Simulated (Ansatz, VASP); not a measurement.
# Fe in VASP and in Ansatz

INCAR

```
PREC = Accurate
ENCUT = 520
EDIFF = 1E-6
ISMEAR = 0
SIGMA = 0.05
LREAL = F
LASPH = T
NELM = 100
ALGO = Normal
ISIF = 2
LWAVE = F
LCHARG = F
GGA = PE
NBANDS = 10
```

The input KPOINTS:

```
regular mesh
0
Gamma
  22 22 22
```

POSCAR

```
Fe
1.0
   -1.4430000000      1.4430000000      1.4430000000
    1.4430000000     -1.4430000000      1.4430000000
    1.4430000000      1.4430000000     -1.4430000000
Fe
1
Direct
    0.0000000000      0.0000000000      0.0000000000
```

Input for Ansatz:

```yaml
crystal:
  lattice:
    - [-1.443, 1.443, 1.443]
    - [1.443, -1.443, 1.443]
    - [1.443, 1.443, -1.443]
  atoms:
    - { symbol: Fe, position: [0.0, 0.0, 0.0] }
basis:
  ecutwfc: 420
  ecutrho_ratio: 4
kpoints:
  mp_grid: { grid: [22, 22, 22] }
hamiltonian:
  xc: pbe
scf:
  occupations: { method: gaussian, width: 0.05 }
output:
  forces: true
  stress: true
  eigenvalues: true
```

Alike in both runs: task single point; functional PBE; k mesh 22 × 22 × 22; occupations gaussian, width 0.05 eV; no spin polarisation.

|  | VASP | Ansatz |
| --- | --- | --- |
| version | VASP 6.6.1 | Ansatz 0.2.0 |
| potentials or method | VASP PAW PBE potentials, release 64 (Fe) | scalar-relativistic, plane waves, PAW |
| plane-wave cutoff (eV) | 520 | 420 |
| valence electrons in the cell | 8 | 16 |

|  | VASP | Ansatz | Ansatz less VASP |
| --- | --- | --- | --- |
| gap on the k mesh at the Fermi level (eV) | none | none | - |
| pressure (GPa) | -26.9 | -26.8 | +0.05 |

A gap of «none» marks a metal or a gap that the smearing closes. The two sets of potentials don't hold the same shells in valence.

Caveats: so large a pressure means that the cell lies far from this level's equilibrium, or that cutoff or potentials fall short (VASP); the run has no spin polarisation, though such a crystal can be magnetic. Spin polarisation is off, so any magnetic state and its effect on volume and gap are missing.
